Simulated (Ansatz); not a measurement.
## MnO2 in Ansatz: convergence with smearing width

Input of the first run (smearing width 0.3 eV); the others differ in this setting and in those tied to it:

input.yaml

```yaml
crystal:
  lattice:
    - [2.904158, 0.0, 0.0]
    - [0.0, 3.84481, 0.0]
    - [0.0, 0.0, 6.164264]
  atoms:
    - { symbol: Mn, position: [0.5, 0.5, 0.3433015], spin: 4.0 }
    - { symbol: Mn, position: [0.0, 0.0, 0.6566985], spin: 4.0 }
    - { symbol: O, position: [0.5, 0.0, 0.8375675] }
    - { symbol: O, position: [0.0, 0.5, 0.1624325] }
    - { symbol: O, position: [0.5, 0.0, 0.4217995] }
    - { symbol: O, position: [0.0, 0.5, 0.5782005] }
hamiltonian:
  xc: lda
  pseudopotentials: { kind: paw, source: jth, xc_functional: pbe }
magnetization:
  spin_polarized: true
kpoints:
  mp_grid: { grid: [8, 6, 4] }
scf:
  occupations: { method: fermi_dirac, width: 0.3 }
output:
  forces: true
  stress: true
  eigenvalues: true
```

Potentials or basis: JTH PAW.

The run is started by

```console
$ ansatz run input.yaml --threads 2 --pin off --max-ram 5632MiB --backend cpu --events-out ev --progress --plain --runs-dir out
```

Measurements of this composition are mostly on another form, of space group No. 136.

Hardware: 2 threads of Arm Neoverse V2 (shared host).

Question: The values tried are 0.3 eV, 0.2 eV, 0.15 eV, 0.1 eV, 0.05 eV, 0.025 eV, 0.01 eV, 0.005 eV, loosest first. From which on does the largest force stay within 0.005 eV/Å of the tightest run that finished?

Answer: From 0.1 eV on.

```tsv
smearing width	energy less the tightest run, at zero smearing (meV/atom)	pressure (GPa)	largest force (eV/Å)	absolute moment (μB)	SCF cycles	CPU time (s)	peak memory (GiB)
0.3 eV	20.49	-19.09	1.676	5.34	14	110	1.4
0.2 eV	7.78	-18.42	1.521	5.91	14	120	1.3
0.15 eV	3.57	-18.21	1.467	6.09	15	120	1.3
0.1 eV	1.07	-18.18	1.440	6.18	14	110	1.3
0.05 eV	0.11	-18.29	1.436	6.21	15	110	1.3
0.025 eV	0.00	-18.34	1.437	6.21	15	110	1.3
0.01 eV	0.00	-18.36	1.438	6.21	13	100	1.3
0.005 eV	0.00	-18.36	1.438	6.21	13	100	1.3
```

Against the tightest run, the energy stays within 1 meV/atom from 0.05 eV on; the pressure stays within 0.1 GPa from 0.05 eV on; the absolute moment stays within 0.02 μB from 0.05 eV on. Narrower smearing needs a denser k mesh, so at a fixed mesh the narrowest width isn't the most accurate. The tightest run that finished is the yardstick and may itself not be fully converged.

Caveat, for the tightest run too: so large a pressure means that the cell lies far from this level's equilibrium, or that cutoff or potentials fall short; semilocal functionals often make such compounds metallic where correlation or magnetic order opens a gap, which also shifts bond lengths; only a ferromagnetic start was run, and an antiferromagnetic order may lie lower in energy; forces of over 1 eV/Å show positions far from the minimum, so gaps and moduli don't describe the material at rest.
